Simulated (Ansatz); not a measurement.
# HgTe (Coloradoite) (F-43m) in Ansatz: equation of state

Aim: energy against volume of HgTe (Coloradoite) in PBEsol, for its equilibrium volume and stiffness.

Program: Ansatz 0.2.0. These are calculated values, not measurements. Logs are shortened: lines on timing, memory, paths and dates and some standing lists are left out, and cuts for length are marked.

**Experimental background.**

From a printed reference work, monograph, for a bulk crystal of HgTe: bulk modulus 43 GPa.

The results are compared with them further down.

**1. The structure**

The structure is cubic, space group F-43m (No. 216). The conventional cell has a = 6.429 Å, b = 6.429 Å, c = 6.429 Å, α = 90.00°, β = 90.00°, γ = 90.00°. Hg (site symmetry -43m) has 4 Te at 2.78 Å as nearest neighbours. Te (site symmetry -43m) is surrounded by 4 Hg at 2.78 Å.

**2. Equation of state, PBEsol**

Potentials or basis: all-electron LAPW, scalar-relativistic.

No new run: the results of the series are fitted here.

What came out:

```yaml
Equilibrium_volume: 34.51 Å³/atom
Bulk_modulus: 42 GPa
Pressure_derivative_of_the_bulk_modulus: 5.1
```

Energy against volume, from the lowest point:
| volume (Å³/atom) | energy (meV/atom) |
| --- | --- |
| 31.223 | 50.40 |
| 31.887 | 30.72 |
| 32.551 | 16.41 |
| 33.215 | 6.87 |
| 33.880 | 1.56 |
| 34.544 | 0.00 |
| 35.208 | 1.79 |

Spin-orbit coupling is left out, which matters for the levels of Hg, Te.

**3. Against experiment**

Step 2. Measured bulk modulus of HgTe: 43 GPa (a printed reference work, monograph). This calculation gives 42 GPa (-2.1 %). The fit is for a static lattice scaled at fixed shape and fixed fractional positions.
